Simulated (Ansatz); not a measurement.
# InAs: the cost of one run

Computed with Ansatz 0.2.0 (DFT PBE, scalar-relativistic, plane waves, PAW, unless a step's input says otherwise).

The COD entry's cell or inner coordinates are ideal or old and differ from later refinements, so a difference from it is no clean test against experiment.

3 further runs of the same task are left out: 3 set aside as unsound or not needed.

### 1 The structure to begin with

It takes space group F-43m (No. 216, cubic). Conventional cell: a = 6.188 Å, b = 6.188 Å, c = 6.188 Å, α = 90.00°, β = 90.00°, γ = 90.00°. In (site symmetry -43m) is surrounded by 4 As at 2.68 Å. Around As (site symmetry -43m) lie 4 In at 2.68 Å.

Coordinates:

```xyz
2
Lattice="0.0000 3.0938 3.0938 3.0938 0.0000 3.0938 3.0938 3.0938 0.0000" Properties=species:S:1:pos:R:3 pbc="T T T"
In    0.0000    0.0000    0.0000
As    4.6407    4.6407    4.6407
```

This cell was relaxed beforehand with the same method: volume 29.61 Å³/atom, gap on the mesh none (metal).

### 2 Linear response at Γ

File input.yaml:

```yaml
crystal:
  lattice:
    - [0.0, 3.1716676001, 3.1716676001]
    - [3.1716676001, 0.0, 3.1716676001]
    - [3.1716676001, 3.1716676001, 0.0]
  atoms:
    - { symbol: In, position: [0.0, 0.0, 0.0] }
    - { symbol: As, position: [0.75, 0.75, 0.75] }
basis:
  ecutwfc: 420
kpoints:
  mp_grid: { grid: [12, 12, 12] }
hamiltonian:
  xc: pbe
scf:
  occupations: { method: fermi_dirac, width: 0.15 }
output:
  eigenvalues: true
phonons:
  method: dfpt
  eigenvectors: true
```

On the command line:

```bash
ansatz run input.yaml --threads 1 --pin off --max-ram 3072MiB --backend cpu --events-out ev --progress --plain --runs-dir out
```

**Question.** How long does this run take on 1 thread of AMD EPYC 7R43 (Zen 3), shared host, and how much memory does it need?

About 93 s, with a peak of 0.88 GiB.
